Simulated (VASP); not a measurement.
# Cs (I4/mmm) in VASP: a series of runs

Runs on Cs. Level: PBE. Tasks: single point.

Program: VASP 6.6.1. These are calculated values, not measurements. Logs are shortened: lines on timing, memory, paths and dates and some standing lists are left out, and cuts for length are marked.

### Step 1. The structure

The structure is tetragonal, space group I4/mmm (No. 139). Conventional cell: a = 5.500 Å, b = 5.500 Å, c = 8.194 Å, α = 90.00°, β = 90.00°, γ = 90.00°.

This isn't the form of Cs at room conditions, which is bcc.

### Step 2. Single point, PBE

INCAR reads:

```
PREC = Accurate
ENCUT = 300
EDIFF = 1E-6
ISMEAR = 1
SIGMA = 0.15
LREAL = False
LASPH = True
NELM = 100
ALGO = Normal
ISIF = 2
LWAVE = False
LCHARG = False
GGA = PE
NBANDS = 10
ADDGRID = False
```

KPOINTS reads:

```
regular mesh
0
Gamma
  2 2 2
```

POSCAR reads:

```
Cs
1.0
   -2.7500754600      2.7500754600      4.0972389800
    2.7500754600     -2.7500754600      4.0972389800
    2.7500754600      2.7500754600     -4.0972389800
Cs
1
Direct
    0.0000000000      0.0000000000      0.0000000000
```

Potentials or basis: VASP PAW PBE potentials, release 64 (Cs_sv).

On the command line:

```sh
$ cat potpaw_PBE.64/Cs_sv/POTCAR > POTCAR
$ mpirun -np 1 vasp_std > vasp.out
```

OUTCAR:

```text
PREC = Accurate
   ENCUT = 300
   EDIFF = 1E-6
   ISMEAR = 1
   LREAL = False
   LASPH = True
   NELM = 100
   ISIF = 2
   GGA = PE

 Found      4 irreducible k-points:

 Following reciprocal coordinates:
            Coordinates               Weight
  0.000000  0.000000  0.000000      1.000000
  0.500000 -0.000000  0.000000      4.000000
  0.500000  0.500000  0.000000      2.000000
  0.500000  0.500000  0.500000      1.000000
   k-points           NKPTS =      4   k-points in BZ     NKDIM =      4   number of bands    NBANDS=     10
   number of dos      NEDOS =    301   number of ions     NIONS =      1
   total plane-waves  NPLWV =  32768
   dimension x,y,z NGX =    32 NGY =   32 NGZ =   32
   dimension x,y,z NGXF=    64 NGYF=   64 NGZF=   64
   ions per type =               1
   NGX,Y,Z   is equivalent  to a cutoff of   9.42,  9.42,  9.42 a.u.
   NGXF,Y,Z  is equivalent  to a cutoff of  18.83, 18.83, 18.83 a.u.
 SYSTEM =  unknown system
   PREC   = accura    normal or accurate (medium, high low for compatibility)
   ISTART =      0    job   : 0-new  1-cont  2-samecut
   ICHARG =      2    charge: 1-file 2-atom 10-const
   ISPIN  =      1    spin polarized calculation?
   LNONCOLLINEAR =      F non collinear calculations
   LSORBIT =      F    spin-orbit coupling
   LASPH  =      T    aspherical Exc in radial PAW
   ENCUT  =  300.0 eV  22.05 Ry    4.70 a.u.   7.98  7.98  7.98*2*pi/ulx,y,z
   NELM   =    100;   NELMIN=  2; NELMDL= -5     # of ELM steps
   EDIFF  = 0.1E-05   stopping-criterion for ELM
   LREAL  =      F    real-space projection
   EDIFFG = 0.1E-04   stopping-criterion for IOM
   NSW    =      0    number of steps for IOM
   IBRION =     -1    ionic relax: 0-MD 1-quasi-New 2-CG
   NFREE  =      0    steps in history (QN), initial steepest desc. (CG)
   ISIF   =      2    stress and relaxation
   ISYM   =      2    0-nonsym 1-usesym 2-fastsym
   POTIM  = 0.5000    time-step for ionic-motion
   TEBEG  =    0.0;   TEEND  =   0.0 temperature during run
   PSTRESS=    0.0 pullay stress
   NELECT =       9.0000    total number of electrons
   NUPDOWN=      -1.0000    fix difference up-down
   EMIN   =  10.00;   EMAX   =-10.00  energy-range for DOS
   EFERMI =   0.00;   METHOD = LEGACY
   ISMEAR =     1;   SIGMA  =   0.15  broadening in eV -4-tet -1-fermi 0-gaus
   EFERMI_NEDOS =   21; number of points for ismear=-14 and -15
   IALGO  =     38    algorithm
   IMIX   =      4    mixing-type and parameters
     AMIX     =   0.40;   BMIX     =  1.00
     AMIX_MAG =   1.60;   BMIX_MAG =  1.00
  volume/ion in A,a.u.               =     123.95       836.44
  Fermi-wavevector in a.u.,A,eV,Ry     =   0.682981  1.290648  6.346621  0.466463
  Thomas-Fermi vector in A             =   1.762213
   LORBIT       =      0    0 simple, 1 ext, 2 COOP (PROOUT), +10 PAW based schemes
   GGA     = PE    functional components
   LHFCALC =     F    Hartree Fock is set to
   AEXX    =    0.0000 exact exchange contribution
   IVDW    =     0    specifies the selected vdW correction
   LEPSILON=     F    determine dielectric tensor
   LRPA    =     F    only Hartree local field effects (RPA)
 non-spin polarized calculation
 Methfessel and Paxton  Order N= 1 SIGMA  =   0.15
  energy-cutoff  :      300.00
  volume of cell :      123.95
 maximum number of plane-waves:      1462
 NGX is ok and might be reduce to    32

 number of electron       9.0000008 magnetization

 Free energy of the ion-electron system (eV)
  ---------------------------------------------------
  ext. energy  EPLUGINS =         0.00000000
  ---------------------------------------------------
  free energy    TOTEN  =        -0.71581685 eV

  energy without entropy =       -0.70074172  energy(sigma->0) =       -0.71079180

 E-fermi :   0.3347     XC(G=0):  -5.1421

 val. band max:        0.2877257247   @ k =   0.5000  -0.0000   0.0000
 cond. band min:       0.6692137765   @ k =   0.5000   0.5000   0.5000
 fundamental gap:      0.3814880518
 Fermi energy:         0.3346541361

 k-point     1 :       0.0000    0.0000    0.0000
  band No.  band energies     occupation
      1     -23.5312      2.00000
      2     -10.2924      2.00000
      3     -10.2924      2.00000
      4     -10.2867      2.00000
      5      -1.2565      2.00000
      6       2.5997     -0.00000
      7       2.7674     -0.00000
      8       2.7674     -0.00000
      9       3.5771      0.00000
     10       3.8903      0.00000

 k-point     2 :       0.5000   -0.0000    0.0000
  band No.  band energies     occupation
      1     -23.5269      2.00000
      2     -10.3975      2.00000
      3     -10.3067      2.00000
      4     -10.3032      2.00000
      5       0.2877      1.50189
      6       1.1072     -0.00000
      7       2.4936     -0.00000
      8       2.7191     -0.00000
      9       4.4225      0.00000
     10       4.4632      0.00000

 k-point     3 :       0.5000    0.5000    0.0000
  band No.  band energies     occupation
      1     -23.5251      2.00000
      2     -10.3943      2.00000
      3     -10.3417      2.00000
      4     -10.3218      2.00000
      5       0.7794     -0.00023
      6       1.3361     -0.00000
      7       1.7112     -0.00000
      8       4.0126      0.00000
      9       4.1310      0.00000
     10       4.2295      0.00000

 k-point     4 :       0.5000    0.5000    0.5000
  band No.  band energies     occupation
      1     -23.5263      2.00000
      2     -10.3838      2.00000
      3     -10.3251      2.00000
      4     -10.3251      2.00000
      5       0.6692     -0.00709
      6       1.4194     -0.00000
      7       1.4465     -0.00000
      8       4.2988      0.00000
      9       4.3038      0.00000
     10       4.3062      0.00000

------------------------ aborting loop because EDIFF is reached ----------------------------------------

  FORCE on cell =-STRESS in cart. coord.  units (eV):
  Direction    XX          YY          ZZ          XY          YZ          ZX
  --------------------------------------------------------------------------------------
  -------------------------------------------------------------------------------------
  Total       -0.2855423     -0.2855423     -0.3914367      0.0000000     -0.0000000     -0.0000000
  in kB       -3.6909700     -3.6909700     -5.0597798      0.0000000     -0.0000000     -0.0000000
  external PRESSURE =      -4.1472399 kB  Pullay stress =       0.0000000 kB

 VOLUME and BASIS-vectors are now :
 -----------------------------------------------------------------------------
  energy-cutoff  :      300.00
  volume of cell :      123.95
      direct lattice vectors                 reciprocal lattice vectors
    -2.750075460  2.750075460  4.097238980     0.000000000  0.181813193  0.122033399
     2.750075460 -2.750075460  4.097238980     0.181813193  0.000000000  0.122033399
     2.750075460  2.750075460 -4.097238980     0.181813193  0.181813193  0.000000000

 POSITION                                       TOTAL-FORCE (eV/Angst)
 -----------------------------------------------------------------------------------
      0.00000      0.00000      0.00000         0.000000     -0.000000      0.000000
 -----------------------------------------------------------------------------------
    total drift:                                0.000000      0.000000     -0.000000

  FREE ENERGIE OF THE ION-ELECTRON SYSTEM (eV)
  ---------------------------------------------------
  free  energy   TOTEN  =        -0.7158168460 eV

  energy  without entropy=       -0.7007417185  energy(sigma->0) =       -0.71079180
```

It took 2.6 s on 1 thread of Intel Xeon Platinum 8488C (Sapphire Rapids), shared host; peak memory 0.16 GiB.

These settings aren't checked as converged: the numbers below hold their error.

Results:

```yaml
Free_energy: -0.7158 eV
Pressure: -0.4 GPa
Band_gap_on_the_k_mesh: none (metal or under the smearing width)
```

Caveat: the k mesh is coarse (spacing up to 0.81 Å⁻¹), so the values aren't converged.

### Step 3. Single point, PBE

This run uses another cell than the first one, of the same volume but with other edges.

INCAR is that of step 2.

KPOINTS is that of step 2.

POSCAR reads:

```
Cs
1.0
   -2.6528630000      2.7200140000      3.9488130000
    2.8833600000     -2.6988260000      4.0893020000
    2.7318000000      2.7777640000     -3.9345920000
Cs
1
Direct
    0.0073440000      0.0133040000      0.0001460000
```

Potentials or basis: VASP PAW PBE potentials, release 64 (Cs_sv).

On the command line:

```sh
$ cat potpaw_PBE.64/Cs_sv/POTCAR > POTCAR
$ mpirun -np 1 vasp_std > vasp.out
```

Run time: 3.2 s. Hardware: 1 thread of Intel Xeon Platinum 8488C (Sapphire Rapids), shared host; peak memory 0.16 GiB.

These settings aren't checked as converged: the numbers below hold their error.

Results:

* Free energy: -0.7212 eV
* Pressure: -0.4 GPa
* Band gap on the k mesh: none (metal or under the smearing width)

Caveat: the k mesh is coarse (spacing up to 0.79 Å⁻¹), so the values aren't converged.

### Step 4. Single point, PBE

Edit INCAR of step 3 so:

```diff
@@ -1,3 +1,3 @@
 PREC = Accurate
-ENCUT = 300
+ENCUT = 350
 EDIFF = 1E-6
```

KPOINTS is that of step 3.

POSCAR reads:

```
Cs
1.0
   -2.7500754600      2.7500754600      4.0972389800
    2.7500754600     -2.7500754600      4.0972389800
    2.7500754600      2.7500754600     -4.0972389800
Cs
1
Direct
    0.0000000000      0.0000000000      0.0000000000
```

On the command line:

```sh
$ cat potpaw_PBE.64/Cs_sv/POTCAR > POTCAR
$ mpirun -np 1 vasp_std > vasp.out
```

It took 3.8 s on 1 thread of Intel Xeon Platinum 8488C (Sapphire Rapids), shared host; peak memory 0.19 GiB.

These settings aren't checked as converged: the numbers below hold their error.

What came out:

- Free energy: -0.7156 eV
- Pressure: -0.4 GPa
- Band gap on the k mesh: none (metal or under the smearing width)

Caveat: the k mesh is coarse (spacing up to 0.81 Å⁻¹), so the values aren't converged.

### Step 5. Single point, PBE

This run uses another cell than the first one, of the same volume but with other edges.

INCAR is that of step 4.

KPOINTS is that of step 4.

POSCAR reads:

```
Cs
1.0
   -2.6528630000      2.7200140000      3.9488130000
    2.8833600000     -2.6988260000      4.0893020000
    2.7318000000      2.7777640000     -3.9345920000
Cs
1
Direct
    0.0073440000      0.0133040000      0.0001460000
```

On the command line:

```sh
$ cat potpaw_PBE.64/Cs_sv/POTCAR > POTCAR
$ mpirun -np 1 vasp_std > vasp.out
```

It took 4.6 s on 1 thread of Intel Xeon Platinum 8488C (Sapphire Rapids), shared host; peak memory 0.19 GiB.

The run converged, but some of its settings lie outside the range that counts as converged, so its numbers aren't taken as properties of the crystal.

Results:

```yaml
Free_energy: -0.7208 eV
Pressure: -0.4 GPa
Band_gap_on_the_k_mesh: none (metal or under the smearing width)
```

Caveat: the k mesh is coarse (spacing up to 0.79 Å⁻¹), so the values aren't converged.

### Step 6. The reference run

An earlier run on the cell as given: functional PBE; potentials or basis VASP PAW PBE potentials, release 64 (Cs_sv); cutoff 520 eV; k mesh 7 × 7 × 7; occupations fermi-dirac, width 0.05 eV; no spin polarisation.

- Pressure: -0.1 GPa
- Band gap on the k mesh: none (metal or under the smearing width)
